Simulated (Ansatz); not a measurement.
# Phases of Co at 6.5 GPa

Structure types of Co are relaxed in primitive cells with their symmetry kept at 6.5 GPa, first on PAW files, then by LAPW. The enthalpy is E + pV at zero temperature, without zero-point motion. Only the types listed were tried, and differences under about 5 meV/atom are mesh noise. Not among the end structures: fcc, bcc, which may lie lower.

All numbers are PBE results (scalar-relativistic) from Ansatz 0.2.0, with Fermi–Dirac smearing of 0.1 eV, spin-polarised from start moments Co1 1.7, Co2 1.7 μB. Methods: LAPW: all electrons, basis error target 0.5 meV/atom; PAW: frozen-core files, cutoff 420 eV.

k meshes: hcp 18×18×10, beta tin 18×18×18, omega 9×9×13, sc 17×17×17.

Other magnetic orders may lie lower.

**Question.** Order the types by LAPW enthalpy, lowest first.
A. omega
B. hcp
C. sc
D. beta tin

**Answer.** B (0 meV/atom), A (89 meV/atom), D (590 meV/atom), C (853 meV/atom).

```csv
start type,ends as,"a, b, c (Å)",V (Å³/atom),"H − H(lowest), LAPW (meV/atom)","same, PAW",moment (μB/atom)
hcp,"hcp, P6_3/mmc","2.469, 2.469, 3.997",10.55,0.0,0.0,1.58
beta tin,"beta tin, I4_1/amd","4.446, 4.446, 2.365",11.69,590.4,591.9,1.76
omega,"omega, P6/mmm","3.927, 3.927, 2.412",10.74,88.9,89.6,1.63
sc,"sc, Pm-3m","2.305, 2.305, 2.305",12.25,853.4,855.5,1.78
```

**Question.** Split the lead of hcp over omega into energy and pV.

**Answer.** For omega less hcp: ΔE = +81.4 meV/atom, and p·ΔV = 6.5 GPa × +0.1847 Å³ × 6.242 meV/(GPa·Å³) = +7.5 meV/atom, together 88.9 meV/atom. hcp wins on both counts.
